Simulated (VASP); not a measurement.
## How uniaxial stress along [001] changes GaP (F-43m)

How do the elastic response and the band edges of GaP follow uniaxial stress along [001]?

Method: LDA; plane waves and PAW (Ga_d, P), in the first sound run; inputs show where later runs differ, in VASP 6.6.1.

## (1) Starting point

Symmetry: F-43m, No. 216, cubic system. Conventional cell: a = 5.451 Å, b = 5.451 Å, c = 5.451 Å, α = 90.00°, β = 90.00°, γ = 90.00°. Ga has 4 P at 2.36 Å nearest. Nearest to P lie 4 Ga at 2.36 Å. Farther neighbours are not listed.

Structure file:

```cif
data_structure
_symmetry_space_group_name_H-M 'P 1'
_symmetry_Int_Tables_number 1
_cell_length_a 3.8544
_cell_length_b 3.8544
_cell_length_c 3.8544
_cell_angle_alpha 60.000
_cell_angle_beta 60.000
_cell_angle_gamma 60.000
_cell_volume 40.49
loop_
_atom_site_label
_atom_site_type_symbol
_atom_site_fract_x
_atom_site_fract_y
_atom_site_fract_z
_atom_site_occupancy
Ga1 Ga 0.00000 0.00000 0.00000 1
P2 P 0.25000 0.25000 0.25000 1
```

## (2) Relax the crystal, LDA

The series starts from the cell that this level prefers, so that zero strain is near zero stress.

This step took 2 runs in a row; the last is shown.

Level: LDA; plane waves and PAW (Ga_d, P).

The input, INCAR:

```
SYSTEM = GaP
PREC = Accurate
ENCUT = 450
EDIFF = 1E-07
NELM = 120
ISMEAR = 0
SIGMA = 0.02
LREAL = .FALSE.
ALGO = Normal
GGA = CA
NBANDS = 15
LASPH = .TRUE.
LORBIT = 11
LWAVE = .FALSE.
LCHARG = .FALSE.
KPAR = 16
IBRION = 2
NSW = 40
ISIF = 3
EDIFFG = -0.005
POTIM = 0.4
```

The input, POSCAR:

```
GaP
1.0
    0.0000000000      2.6961434033      2.6961434033
    2.6961434033      0.0000000000      2.6961434033
    2.6961434033      2.6961434033      0.0000000000
Ga P
1 1
Direct
    0.0000000000      0.0000000000      0.0000000000
    0.2500000000      0.2500000000      0.2500000000
```

The input, KPOINTS:

```
Automatic mesh
0
Gamma
10 10 10
0 0 0
```

The projector-augmented-wave data sets are Ga_d and P (LDA family, release 64).

Run with:

```bash
$ mpirun -np 16 vasp_std
```

What it wrote:

```text
[banner, memory and clock lines left out]
running   16 mpi-ranks, on    1 nodes
[...]
|                                                                             |
|           W    W    AA    RRRRR   N    N  II  N    N   GGGG   !!!           |
|           W    W   A  A   R    R  NN   N  II  NN   N  G    G  !!!           |
|           W    W  A    A  R    R  N N  N  II  N N  N  G       !!!           |
|           W WW W  AAAAAA  RRRRR   N  N N  II  N  N N  G  GGG   !            |
|           WW  WW  A    A  R   R   N   NN  II  N   NN  G    G                |
|           W    W  A    A  R    R  N    N  II  N    N   GGGG   !!!           |
|                                                                             |
|     For optimal performance we recommend to set                             |
|       NCORE = 2 up to number-of-cores-per-socket                            |
|     NCORE specifies how many cores store one orbital (NPAR=cpu/NCORE).      |
|     This setting can greatly improve the performance of VASP for DFT.       |
[...]
|     Unfortunately you need to use the default for GW and RPA                |
|     calculations (for HF NCORE is supported but not extensively tested      |
|     yet).                                                                   |
|                                                                             |

 LDA part: xc-table for (Slater(with rela. corr.)+CA(PZ))
 , standard interpolation
 POSCAR, INCAR and KPOINTS ok, starting setup
[...]
entering main loop
       N       E                     dE             d eps       ncg     rms          rms(c)
DAV:   1     0.786215806553E+02    0.78622E+02   -0.84974E+03  1418   0.160E+03
DAV:   2    -0.460074842213E+01   -0.83222E+02   -0.79840E+02  1592   0.311E+02
DAV:   3    -0.106835581127E+02   -0.60828E+01   -0.60583E+01  1809   0.682E+01
DAV:   4    -0.107835864635E+02   -0.10003E+00   -0.10000E+00  1678   0.948E+00
[...]
DAV:  11    -0.104526466005E+02   -0.60948E-05   -0.89448E-06  1772   0.444E-02    0.752E-03
DAV:  12    -0.104526463943E+02    0.20620E-06   -0.51934E-07  1747   0.794E-03    0.506E-03
DAV:  13    -0.104526463696E+02    0.24727E-07   -0.21151E-07  1633   0.470E-03
   1 F= -.10452646E+02 E0= -.10452646E+02  d E =-.104526E+02
[...]
reached required accuracy - stopping structural energy minimisation
```

Wall time 3.4 s (16 MPI ranks of Intel Xeon 6975P-C (Granite Rapids), shared host); peak memory 2.5 GiB.

The logs omit lines about the potential files and the build; timing stands in the text.

Parts of OUTCAR (step 2):

```text
  Total       -0.0013630     -0.0013630     -0.0013630     -0.0000000     -0.0000000     -0.0000000
  in kB       -0.0557102     -0.0557102     -0.0557102     -0.0000000     -0.0000000     -0.0000000
  external PRESSURE =      -0.0557102 kB  Pullay stress =       0.0000000 kB

 POSITION                                       TOTAL-FORCE (eV/Angst)
 -----------------------------------------------------------------------------------
      0.00000      0.00000      0.00000        -0.000000      0.000000      0.000000
      1.34807      1.34807      1.34807         0.000000     -0.000000     -0.000000
 -----------------------------------------------------------------------------------
    total drift:                                0.000000      0.000000      0.000000

  FREE ENERGIE OF THE ION-ELECTRON SYSTEM (eV)
  ---------------------------------------------------
  free  energy   TOTEN  =       -10.4526463696 eV

  energy  without entropy=      -10.4526463696  energy(sigma->0) =      -10.45264637

 reached required accuracy - stopping structural energy minimisation

[... 3 further parts left out ...]
[key lines of the parts left out:]
E-fermi :   4.9467
```

Numbers from this step:

```
energy(sigma→0) of the program : -10.4526 eV
stress, compression positive   : xx, yy, zz -0.01, -0.01, -0.01 GPa
volume                         : 39.198 Å³
ionic steps                    : 1
```

## (3) Strain across the axis, LDA

One member in full: the axis is strained by -2 %, and the two directions across it are strained alike until their mean stress is under 0.012 GPa or five steps are spent.

This step took 3 runs, each at a new trial strain with the atoms of the one before; the last is shown.

Level: LDA; plane waves and PAW (Ga_d, P); cell typed or built by script.

INCAR: that of step 2 with these lines changed.

```diff
@@ -15,7 +15,7 @@
 LCHARG = .FALSE.
-KPAR = 16
-IBRION = 2
-NSW = 40
-ISIF = 3
-EDIFFG = -0.005
-POTIM = 0.4
+KPAR = 4
+IBRION = 1
+NSW = 25
+ISIF = 2
+EDIFFG = -0.004
+POTIM = 0.3
```

The input, POSCAR:

```
GaP
1.0
    0.0000000000      2.7133555450      2.6422205350
    2.7133555450      0.0000000000      2.6422205350
    2.7133555450      2.7133555450      0.0000000000
Ga P
1 1
Direct
    0.0000000000      0.0000000000      0.0000000000
    0.2500000000      0.2500000000      0.2500000000
```

KPOINTS is that of step 2.

Run with:

```bash
$ mpirun -np 4 vasp_std
```

What it wrote:

```text
[banner, memory and clock lines left out]
running    4 mpi-ranks, on    1 nodes
[...]
LDA part: xc-table for (Slater(with rela. corr.)+CA(PZ))
 , standard interpolation
 POSCAR, INCAR and KPOINTS ok, starting setup
[...]
entering main loop
       N       E                     dE             d eps       ncg     rms          rms(c)
DAV:   1     0.756362349229E+02    0.75636E+02   -0.85097E+03  3178   0.160E+03
DAV:   2    -0.486461250254E+01   -0.80501E+02   -0.76914E+02  3424   0.304E+02
DAV:   3    -0.106904404105E+02   -0.58258E+01   -0.58016E+01  3851   0.666E+01
DAV:   4    -0.107824698722E+02   -0.92029E-01   -0.92005E-01  3777   0.910E+00
[...]
DAV:  11    -0.104475387460E+02   -0.60082E-05   -0.90092E-06  3959   0.444E-02    0.767E-03
DAV:  12    -0.104475385356E+02    0.21046E-06   -0.52225E-07  3699   0.802E-03    0.511E-03
DAV:  13    -0.104475385116E+02    0.23924E-07   -0.20878E-07  3618   0.463E-03
   1 F= -.10447539E+02 E0= -.10447539E+02  d E =-.104475E+02
 BRION: g(F)=  0.114E-46 g(S)=  0.000E+00
 reached required accuracy - stopping structural energy minimisation
```

Elapsed: 9.4 s, on 4 MPI ranks; peak memory 0.65 GiB.

Parts of OUTCAR (step 3):

```text
  Total        0.0000171      0.0000171      0.4797940      0.0000000      0.0000000     -0.0000000
  in kB        0.0007025      0.0007025     19.7584527      0.0000000      0.0000000     -0.0000000
  external PRESSURE =       6.5866192 kB  Pullay stress =       0.0000000 kB

 POSITION                                       TOTAL-FORCE (eV/Angst)
 -----------------------------------------------------------------------------------
      0.00000      0.00000      0.00000        -0.000000     -0.000000     -0.000000
      1.35668      1.35668      1.32111         0.000000      0.000000      0.000000
 -----------------------------------------------------------------------------------
    total drift:                                0.000000      0.000000      0.000000

  FREE ENERGIE OF THE ION-ELECTRON SYSTEM (eV)
  ---------------------------------------------------
  free  energy   TOTEN  =       -10.4475385116 eV

  energy  without entropy=      -10.4475385116  energy(sigma->0) =      -10.44753851

[... 1 part as in an earlier step ...]

[... 3 further parts left out ...]
[key lines of the parts left out:]
E-fermi :   5.1252
```

This run gave:

| Item | Value |
| --- | --- |
| energy(sigma→0) of the program | -10.4475 eV |
| stress, compression positive | xx, yy, zz 0.00, 0.00, 1.98 GPa |
| ionic steps | 1 |

## (4) Band edges, HSE06

Short lines in KPOINTS_OPT sample the zone centre along and across the axis, for masses, and the other valleys.

Level: HSE06; plane waves and PAW (Ga_d, P); cell typed or built by script.

The input, INCAR:

```
SYSTEM = GaP
PREC = Accurate
ENCUT = 450
EDIFF = 1E-06
NELM = 100
ISMEAR = 0
SIGMA = 0.02
LREAL = .FALSE.
ALGO = Normal
LHFCALC = .TRUE.
AEXX = 0.25
GGA = PE
HFSCREEN = 0.2
LASPH = .TRUE.
NBANDS = 14
PRECFOCK = Fast
LWAVE = .FALSE.
LCHARG = .FALSE.
KPAR = 4
```

POSCAR is that of step 3.

The input, KPOINTS:

```
Automatic mesh
0
Gamma
5 5 5
0 0 0
```

The input, KPOINTS_OPT:

```
Line mode
6
Line-mode
Reciprocal
  0.00000000   0.00000000   0.00000000
  0.02102612   0.02102612   0.00000000

  0.00000000   0.00000000   0.00000000
  0.00000000  -0.02159220  -0.02159220

  0.31000000   0.31000000   0.00000000
  0.50000000   0.50000000   0.00000000

  0.00000000   0.31000000   0.31000000
  0.00000000   0.50000000   0.50000000

  0.45000000   0.45000000   0.45000000
  0.50000000   0.50000000   0.50000000

  0.45000000   0.00000000   0.00000000
  0.50000000   0.00000000   0.00000000

  0.42500000   0.42500000   0.00000000
  0.42500000   0.44659220   0.02159220

  0.50000000   0.50000000   0.50000000
  0.48473201   0.51526799   0.50000000
```

Run with:

```bash
$ mpirun -np 4 vasp_std
```

What it wrote:

```text
[banner, memory and clock lines left out]
running    4 mpi-ranks, on    1 nodes
[...]
|                                                                             |
|               ----> ADVICE to this user running VASP <----                  |
|                                                                             |
|     You enforced a specific xc type in the INCAR file but a different       |
|     [... a line on the potential file left out ...]
|     I HOPE YOU KNOW WHAT YOU ARE DOING!                                     |
|                                                                             |

 LDA part: xc-table for (Slater+PW92), standard interpolation
 found WAVECAR, reading the header
 POSCAR, INCAR and KPOINTS ok, starting setup
[...]
reading WAVECAR
 the WAVECAR file was read successfully
 initial charge from wavefunction
 entering main loop
       N       E                     dE             d eps       ncg     rms          rms(c)
DAV:   1    -0.107974706030E+02   -0.10797E+02   -0.12726E+00   746   0.233E+01    0.326E+00
DAV:   2    -0.107876536299E+02    0.98170E-02   -0.71824E-02   736   0.474E+00    0.225E+00
DAV:   3    -0.107830925265E+02    0.45611E-02   -0.10051E-02   702   0.193E+00    0.131E+00
DAV:   4    -0.107822778473E+02    0.81468E-03   -0.19633E-03   656   0.525E-01    0.738E-01
[...]
DAV:   8    -0.107820340134E+02    0.70519E-05   -0.28731E-06   642   0.136E-02    0.719E-02
DAV:   9    -0.107820316432E+02    0.23702E-05   -0.99697E-07   456   0.743E-03    0.390E-02
DAV:  10    -0.107820309605E+02    0.68270E-06   -0.47308E-07   360   0.556E-03
   1 F= -.10782031E+02 E0= -.10782031E+02  d E =-.849639E-21
 Start KPOINTS_OPT (optional k-point list driver)
k-point batch [1-18\48]
       N       E                     dE             ncg
DAV:   1    -0.232205344805E+03   -0.41329E+04      520
DAV:   2    -0.202713461927E+04   -0.17949E+04      530
DAV:   3    -0.218391984739E+04   -0.15679E+03      588
DAV:   4    -0.219198516451E+04   -0.80653E+01      638
DAV:   5    -0.219211622130E+04   -0.13106E+00      708
DAV:   6    -0.219212038726E+04   -0.41660E-02      780
DAV:   7    -0.219212047882E+04   -0.91563E-04      662
DAV:   8    -0.219212048053E+04   -0.17063E-05      530
DAV:   9    -0.219212048062E+04   -0.91347E-07      504
[...]
k-point batch [37-48\48]
       N       E                     dE             ncg
DAV:   1     0.289061217536E+04   -0.74603E+04      360
DAV:   2     0.172115833316E+04   -0.11695E+04      360
DAV:   3     0.162970219446E+04   -0.91456E+02      396
DAV:   4     0.162720728106E+04   -0.24949E+01      492
DAV:   5     0.162716964942E+04   -0.37632E-01      480
DAV:   6     0.162716838701E+04   -0.12624E-02      560
DAV:   7     0.162716836432E+04   -0.22686E-04      480
DAV:   8     0.162716836411E+04   -0.21877E-06      366
```

It took 4 min on 4 MPI ranks; peak memory 1 GiB; 11 min of CPU time.

OUTCAR, selected parts (step 4):

```text
  LATTYP: Found a body centered tetragonal cell.
 ALAT       =     3.8372642113
 C/A-ratio  =     1.3771376635

 Subroutine GETGRP returns: Found  8 space group operations
 (whereof  8 operations were pure point group operations)

The static configuration has the point symmetry D_2d.

 Found     18 irreducible k-points:

   k-points           NKPTS =     18   k-points in BZ     NKDIM =    125   number of bands    NBANDS=     14

   dimension x,y,z NGX =    28 NGY =   28 NGZ =   28
   dimension x,y,z NGXF=    56 NGYF=   56 NGZF=   56

   ENCUT  =  450.0 eV  33.07 Ry    5.75 a.u.   6.55  6.55  6.64*2*pi/ulx,y,z

   NELECT =      18.0000    total number of electrons

  exchange ACFDT corr.  =         0.00000000  see jH, gK, PRB 81, 115126

 E-fermi :   4.9255

 k-point     1 :       0.0000    0.0000    0.0000
  band No.  band energies     occupation
    ...
      5     -12.4092      2.00000
      6      -9.3978      2.00000
      7       4.6452      2.00000
      8       4.6452      2.00000
      9       4.8003      2.00000
     10       7.8713      0.00000
     11       9.4421      0.00000
     12       9.4971      0.00000
     13       9.4971      0.00000
     14      14.7764      0.00000

 k-point     2 :       0.2000    0.0000    0.0000
  band No.  band energies     occupation
    ...
      5     -12.4083      2.00000
      6      -8.8280      2.00000
      7       1.4510      2.00000
      8       4.0679      2.00000
      9       4.2289      2.00000
     10       8.1002      0.00000
     11      10.2330      0.00000
     12      10.2629      0.00000
     13      11.4730      0.00000
     14      14.5326      0.00000

 POSITION                                       TOTAL-FORCE (eV/Angst)
 -----------------------------------------------------------------------------------
      0.00000      0.00000      0.00000         0.000000      0.000000      0.000000
      1.35668      1.35668      1.32111        -0.000000     -0.000000      0.000000
 -----------------------------------------------------------------------------------
    total drift:                                0.000001      0.000002      0.000000

  FREE ENERGIE OF THE ION-ELECTRON SYSTEM (eV)
  ---------------------------------------------------
  free  energy   TOTEN  =       -10.7820309605 eV

  energy  without entropy=      -10.7820309605  energy(sigma->0) =      -10.78203096

[... 1 part as in an earlier step ...]

[... 7 further parts left out ...]
```

Numbers from this step:

* energy(sigma→0) of the program: -10.7820 eV

## (5) All members

Hybrid runs start from orbitals of a short LDA run, not shown.

Runs beyond LDA use the data sets made with LDA; this shifts their levels slightly, and their total energies have another zero.

The other members went through these steps as far as the tables show, with the same cutoff and, step by step, the same mesh; 35 runs are not shown. The session took 2.5 core hours (wall time by ranks) on a shared machine.

| strain along the axis (%) | strain across the axis (%) | stress along the axis, tension positive (GPa) | energy above the unstrained row (meV/atom) | gap on the mesh, LDA (eV) |
| --- | --- | --- | --- | --- |
| -2.000 | 0.638 | -1.976 | 2.554 | 1.129 |
| -1.500 | 0.474 | -1.495 | 1.460 | 1.197 |
| -1.000 | 0.313 | -1.006 | 0.672 | 1.265 |
| -0.500 | 0.150 | -0.510 | 0.188 | 1.334 |
| 0 | 0.000 | 0.006 | 0.000 | 1.402 |
| 0.500 | -0.160 | 0.516 | 0.151 | 1.372 |
| 1.000 | -0.312 | 1.041 | 0.604 | 1.343 |
| 1.500 | -0.460 | 1.575 | 1.376 | 1.315 |
| 2.000 | -0.600 | 2.121 | 2.469 | 1.288 |

Slopes at zero strain, from cubics through all rows: strain ratio -0.313, stress over strain 102 GPa.

Band edges at HSE06, counted from the valence-band top at Γ, with one row partly withheld:

| strain along the axis (%) | gap (eV) | conduction band at Γ (eV) | Δ or X valley along z (eV) | Δ or X valley along x (eV) | lowest conduction level at L, [111] (eV) | lowest conduction level at L, [-111] (eV) | second valence level below the top (eV) | third valence level below the top (eV) |
| --- | --- | --- | --- | --- | --- | --- | --- | --- |
| -2.000 | 1.945 | 3.071 | 1.944 | 2.180 | 2.541 | 2.541 | 0.155 | 0.155 |
| -1.500 | 2.014 | 3.082 | 2.013 | 2.190 | 2.568 | 2.568 | 0.117 | 0.117 |
| -1.000 | 2.083 | 3.092 | 2.081 | 2.200 | 2.593 | 2.593 | 0.078 | 0.078 |
| -0.500 | 2.153 | 3.103 | 2.149 | 2.206 | 2.616 | 2.616 | 0.039 | 0.039 |
| 0 | 2.221 | 3.111 | 2.217 | 2.217 | 2.637 | 2.637 | 0.000 | 0.000 |
| 0.500 | 2.192 | 3.081 | 2.245 | 2.188 | 2.616 | 2.616 | 0.000 | 0.040 |
| 1.000 | 2.163 | 3.049 | ? | 2.160 | 2.592 | 2.592 | 0.000 | 0.081 |
| 1.500 | 2.135 | 3.015 | 2.302 | 2.132 | 2.566 | 2.566 | 0.000 | 0.121 |
| 2.000 | 2.107 | 2.980 | 2.328 | 2.105 | 2.537 | 2.537 | 0.000 | 0.162 |

Conduction masses, in electron masses:

| strain along the axis (%) | conduction mass at Γ, along the strain axis or the normal of the plane | conduction mass at Γ, across the strain axis or in the plane | L [111] mass, longitudinal | L [111] mass, transverse along [1-10] |
| --- | --- | --- | --- | --- |
| -2.000 | 0.148 | 0.145 | 1.696 | 0.132 |
| -1.500 | 0.147 | 0.145 | 1.692 | 0.134 |
| -1.000 | 0.146 | 0.145 | 1.683 | 0.136 |
| -0.500 | 0.145 | 0.145 | 1.700 | 0.139 |
| 0 | 0.144 | 0.144 | 1.706 | 0.142 |
| 0.500 | 0.144 | 0.144 | 1.696 | 0.144 |
| 1.000 | 0.142 | 0.143 | 1.701 | 0.148 |
| 1.500 | 0.141 | 0.143 | 1.679 | 0.150 |
| 2.000 | 0.140 | 0.142 | 1.651 | 0.153 |

## (6) Fit and prediction

The quantity to fit is the splitting of the Δ or X valleys (z less x) at HSE06: -0.236, -0.177, -0.119, -0.056, 0.000, 0.057, 0.170, 0.223 eV in the rows shown.

Fitting a parabola to the 8 known rows (d: strain along the axis less the strain across it, in %) gives E = − 6.82e-4 d² + 0.08798 d − 4.89e-4 in eV; the residuals are 0.0011 eV r.m.s.

At d = 1.312 this predicts 0.1138 eV.

## (7) Checking the prediction

The calculation gives 0.1164 eV, so the prediction is 0.0026 eV too low, more than twice the residual of the fit.

The splitting is Ξu times d, with d as a fraction, so the linear term gives Ξu = 8.8 eV.

## (8) What came out

| Item | Value |
| --- | --- |
| Poisson ratio | 0.313 |
| Young's modulus along the axis | 102 GPa |
| gap of the unstrained cell, HSE06 | 2.22 eV |
| shear deformation potential Ξu of the Δ or X valleys | 8.8 eV |
| error of the predicted row | -2.6 meV |
| valence shear potential \|b\|, HSE06 | 2.02 eV |

As a check, the curvature of the energy gives 103 GPa for the same modulus (energy per volume = E/2 × strain²), 1 % from the slope of the stress. At HSE06 the lowest conduction valley is Δ or X throughout, and the gap runs between 1.95 and 2.22 eV. Without spin-orbit coupling the three valence levels split by 3|b| times the difference of the strains; the rows within 1 % give |b| = 2.02 eV. Hole masses are left out throughout, since the top bands are degenerate or cross in many series; of conduction masses, those of the Γ, L and (for Si and Ge under (001) strain) Δ valleys are kept where they change by under an eighth between rows. HSE06 ran on a coarser mesh than the semilocal levels. Spin-orbit coupling is left out at HSE06, so the valence splittings there lack it. Δ or X levels are the lowest on their line, refined by a parabola unless they lie at X; the gap is read from all points sampled and can differ from the lowest valley by some meV, or by tens of meV where strain moves the valence top off Γ. Temperature, zero-point motion and excitons are left out.

[Lines on the potential files, build, host, timing and source positions are cut from VASP's logs without a mark.]

[Logs are printed without paths, hosts, clocks, repeated set-up lines and the standing remarks that a program may print on its own settings, such as how far it seeks lower states.]

[Hosts, paths, dates, database ids (printed as entryN), source tags and the programs' standing remarks are cut or masked in the printed files.]

[In band tables of VASP the shares of atoms and orbitals are scaled to a sum of 1 inside the atoms' spheres.]
